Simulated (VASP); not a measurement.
# BeTe (F-43m) in VASP: further runs, part 2 of 2

VASP 6.6.1. Earlier steps stand in the parts before.

### 3 Relaxation of cell and atoms, r2SCAN

This run uses another cell than the first one, of 22.70 Å³/atom, 1.004 times its volume.

Input file POSCAR:

```
BeTe
1.0
    0.0000000000      2.8314590000      2.8314590000
    2.8314590000      0.0000000000      2.8314590000
    2.8314590000      2.8314590000      0.0000000000
Be Te
1 1
Direct
    0.0000000000      0.0000000000      0.0000000000
    0.7500000000      0.7500000000      0.7500000000
```

Input file INCAR.step1:

```
SYSTEM = BeTe
PREC = Accurate
ENCUT = 600
ISMEAR = 0
SIGMA = 0.02
LREAL = .FALSE.
LASPH = .TRUE.
NELM = 100
GGA = PE
ALGO = Normal
EDIFF = 1E-4
LWAVE = .TRUE.
LCHARG = .FALSE.
```

Input file INCAR.step2:

```
SYSTEM = BeTe
PREC = Accurate
ENCUT = 600
EDIFF = 1E-7
ISMEAR = 0
SIGMA = 0.02
LREAL = .FALSE.
LASPH = .TRUE.
NELM = 100
ALGO = Normal
ISIF = 3
LWAVE = .FALSE.
LCHARG = .FALSE.
METAGGA = R2SCAN
LMIXTAU = .TRUE.
IBRION = 2
NSW = 70
EDIFFG = -0.02
ISTART = 1
```

Input file KPOINTS:

```
regular mesh
0
G
  8 8 8
  0 0 0
```

Potentials or basis: VASP PAW PBE potentials, release 64 (Be, Te).

On the command line:

```sh
$ cat potpaw_PBE.64/Be/POTCAR potpaw_PBE.64/Te/POTCAR > POTCAR
$ cp INCAR.step1 INCAR
$ mpirun -np 1 vasp_std > vasp.out
$ cp INCAR.step2 INCAR
$ mpirun -np 1 vasp_std > vasp.out
```

OUTCAR:

```text
SYSTEM = BeTe
   PREC = Accurate
   ENCUT = 600
   EDIFF = 1E-7
   ISMEAR = 0
   LREAL = .FALSE.
   LASPH = .TRUE.
   NELM = 100
   ISIF = 3
   METAGGA = R2SCAN
   IBRION = 2
   NSW = 70
   EDIFFG = -0.02
   ISTART = 1

 ion  position               nearest neighbor table
   1  0.000  0.000  0.000-   2 2.45   2 2.45   2 2.45   2 2.45
   2  0.750  0.750  0.750-   1 2.45   1 2.45   1 2.45   1 2.45

  LATTYP: Found a face centered cubic cell.
 ALAT       =     5.6629180000

  Lattice vectors:

 A1 = (   0.0000000000,   2.8314590000,   2.8314590000)
 A2 = (   2.8314590000,   0.0000000000,   2.8314590000)
 A3 = (   2.8314590000,   2.8314590000,   0.0000000000)

Analysis of symmetry for initial positions (statically):
=====================================================================
 Subroutine PRICEL returns:
 Original cell was already a primitive cell.

 Routine SETGRP: Setting up the symmetry group for a
 face centered cubic supercell.

 Subroutine GETGRP returns: Found 24 space group operations
 (whereof 24 operations were pure point group operations)
 out of a pool of 48 trial point group operations.

The static configuration has the point symmetry T_d .

Analysis of symmetry for dynamics (positions and initial velocities):
=====================================================================
 Subroutine PRICEL returns:
 Original cell was already a primitive cell.

 Routine SETGRP: Setting up the symmetry group for a
 face centered cubic supercell.

 Subroutine GETGRP returns: Found 24 space group operations
 (whereof 24 operations were pure point group operations)
 out of a pool of 48 trial point group operations.

The dynamic configuration has the point symmetry T_d .

 Subroutine INISYM returns: Found 24 space group operations
 (whereof 24 operations are pure point group operations),
 and found     1 'primitive' translations

----------------------------------------------------------------------------------------
[... 118 lines left out ...]
   METAGGA = R2SCAN    functional components
   LHFCALC =     F    Hartree Fock is set to
   AEXX    =    0.0000 exact exchange contribution
   IVDW    =     0    specifies the selected vdW correction
   LEPSILON=     F    determine dielectric tensor
   LRPA    =     F    only Hartree local field effects (RPA)
 conjugate gradient relaxation of ions
 non-spin polarized calculation
 Gauss-broadening in eV      SIGMA  =   0.02
  energy-cutoff  :      600.00
  volume of cell :       45.40
 maximum number of plane-waves:      1540
   NGX = 15   NGY = 15   NGZ = 15

 number of electron       8.0000000 magnetization

 Free energy of the ion-electron system (eV)
  ---------------------------------------------------
  ext. energy  EPLUGINS =         0.00000000
  ---------------------------------------------------
  free energy    TOTEN  =       -30.68549385 eV

  energy without entropy =      -30.68549385  energy(sigma->0) =      -30.68549385

 E-fermi :   4.8456     XC(G=0):  -9.4101

 val. band max:        4.7530295156   @ k =   0.0000   0.0000   0.0000
 cond. band min:       7.1284131287   @ k =   0.5000   0.5000   0.0000
 fundamental gap:      2.3753836132
 Fermi energy:         4.8456420819

 k-point     1 :       0.0000    0.0000    0.0000
  band No.  band energies     occupation
      1      -7.9219      2.00000
      2       4.7530      2.00000
      3       4.7530      2.00000
      4       4.7530      2.00000
      5       8.7853      0.00000
      6       8.7853      0.00000
      7       8.7853      0.00000
      8       9.1340      0.00000
[... 243 lines left out ...]
 k-point    24 :      -0.3750    0.2500    0.1250
  band No.  band energies     occupation
      1      -6.2698      2.00000
      2      -0.4777      2.00000
      3       1.8205      2.00000
      4       2.8345      2.00000
      5       9.4391      0.00000
      6       9.5367      0.00000
      7      11.9743      0.00000
      8      13.1276      0.00000

 [... further k-points ...]

------------------------ aborting loop because EDIFF is reached ----------------------------------------

  FORCE on cell =-STRESS in cart. coord.  units (eV):
  Direction    XX          YY          ZZ          XY          YZ          ZX
  --------------------------------------------------------------------------------------
  -------------------------------------------------------------------------------------
  Total       -0.0026678     -0.0026678     -0.0026678     -0.0000000      0.0000000      0.0000000
  in kB       -0.0941478     -0.0941478     -0.0941478     -0.0000000      0.0000000      0.0000000
  external PRESSURE =      -0.0941478 kB  Pullay stress =       0.0000000 kB

 VOLUME and BASIS-vectors are now :
 -----------------------------------------------------------------------------
  energy-cutoff  :      600.00
  volume of cell :       45.40
      direct lattice vectors                 reciprocal lattice vectors
     0.000000000  2.831459000  2.831459000    -0.176587406  0.176587406  0.176587406
     2.831459000  0.000000000  2.831459000     0.176587406 -0.176587406  0.176587406
     2.831459000  2.831459000  0.000000000     0.176587406  0.176587406 -0.176587406

 POSITION                                       TOTAL-FORCE (eV/Angst)
 -----------------------------------------------------------------------------------
      0.00000      0.00000      0.00000         0.000000      0.000000      0.000000
      4.24719      4.24719      4.24719        -0.000000     -0.000000     -0.000000
 -----------------------------------------------------------------------------------
    total drift:                               -0.000000     -0.000000     -0.000000

  FREE ENERGIE OF THE ION-ELECTRON SYSTEM (eV)
  ---------------------------------------------------
  free  energy   TOTEN  =       -30.6854938459 eV

  energy  without entropy=      -30.6854938459  energy(sigma->0) =      -30.68549385

 reached required accuracy - stopping structural energy minimisation
```

OUTCAR.step1:

```text
SYSTEM = BeTe
   PREC = Accurate
   ENCUT = 600
   ISMEAR = 0
   LREAL = .FALSE.
   LASPH = .TRUE.
[... 486 lines left out ...]
      0.00000      0.00000      0.00000         0.000000      0.000000      0.000000
      4.24719      4.24719      4.24719        -0.000000     -0.000000     -0.000000
 -----------------------------------------------------------------------------------
    total drift:                               -0.000000     -0.000000     -0.000000

  FREE ENERGIE OF THE ION-ELECTRON SYSTEM (eV)
  ---------------------------------------------------
  free  energy   TOTEN  =        -7.6244704351 eV

  energy  without entropy=       -7.6244704351  energy(sigma->0) =       -7.62447044
```

Wall time 26 s (1 thread of Intel Xeon 6975P-C (Granite Rapids), shared host); peak memory 0.19 GiB.

Results:

```
Free energy             : -30.6855 eV
Pressure after relaxing : 0.0 GPa
Band gap on the k mesh  : 2.38 eV, indirect (least direct gap 4.03 eV)
```

Final structure:
```
Be Te
1.0
     0.00000    2.83146    2.83146
     2.83146    0.00000    2.83146
     2.83146    2.83146    0.00000
Be Te
1 1
Direct
  0.00000 0.00000 0.00000
  0.75000 0.75000 0.75000
```

Caveat: the relaxation stopped at its first step, so nothing moved; the PAW data sets were made with another functional, which shifts forces and pressure a little; spin-orbit coupling is left out, which moves the levels of the heavy elements.
